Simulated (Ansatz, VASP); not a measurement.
# One calculation of NiO, two programs

```xyz
2
Lattice="1.4606 0.8433 2.3852 -1.4606 0.8433 2.3852 0.0000 -1.6866 2.3852" Properties=species:S:1:pos:R:3 pbc="T T T"
Ni    1.4606    0.8433    2.3852
O     0.0000    0.0000    3.5778
```

Alike in both runs: functional PBE; k mesh 14 × 14 × 14; occupations gaussian, width 0.05 eV; no spin polarisation.

Ansatz relaxed the structure, and its values are those at the end. VASP's run is a single point on that final structure, the one shown.

|  | VASP | Ansatz |
| --- | --- | --- |
| version | VASP 6.6.1 | Ansatz 0.2.0 |
| potentials or method | VASP PAW PBE potentials, release 64 (Ni, O) | scalar-relativistic, plane waves, PAW |
| plane-wave cutoff (eV) | 520 | 420 |
| valence electrons in the cell | 16 | 24 |

|  | VASP | Ansatz | Ansatz less VASP |
| --- | --- | --- | --- |
| gap on the k mesh at the Fermi level (eV) | none | none | - |
| pressure (GPa) | 4.5 | 4.3 | -0.20 |

A gap of «none» marks a metal or a gap that the smearing closes. With one functional, cell and mesh, what is left measures potentials, basis and numerics. The two sets of potentials don't hold the same shells in valence. Ansatz warned: «near_symmetry_operations_not_taken».

Caveats: the run has no spin polarisation, though such a crystal can be magnetic; semilocal functionals often make such compounds metallic where correlation or magnetic order opens a gap, which also shifts bond lengths. Spin polarisation is off, so any magnetic state and its effect on volume and gap are missing.
